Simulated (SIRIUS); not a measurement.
Crystal: BAs.

```
CELL_PARAMETERS angstrom
0.00000 2.38850 2.38850
2.38850 0.00000 2.38850
2.38850 2.38850 0.00000
ATOMIC_POSITIONS crystal
As 0.75000 0.75000 0.75000
B 0.00000 0.00000 0.00000
```

Base run:

| Property | Result |
| --- | --- |
| Program | SIRIUS 7.12.0 |
| Functional | LDA |
| Potentials or basis | PseudoDojo 0.4.1 PBE standard (scalar relativistic) |
| Cutoff | 1152 eV |
| Density cutoff | 4606 eV |
| k mesh | 10 × 10 × 10 |
| Occupations | fermi-dirac, width 0.05 eV |
| Spin | no spin polarisation |

Its results: band gap on the k mesh 1.12 eV; pressure -3.0 GPa.

**Question.** The run is repeated on the same cell with these changes: functional from LDA to PBEsol; libxc names from ["XC_LDA_X", "XC_LDA_C_PW"] to ["XC_GGA_X_PBE_SOL", "XC_GGA_C_PBE_SOL"]. What comes out?

**Answer.** Band gap on the k mesh 1.09 eV; pressure -0.7 GPa.

Caveats: the potentials were made for another functional, which shifts forces and pressure.

A k mesh can miss the band edges.
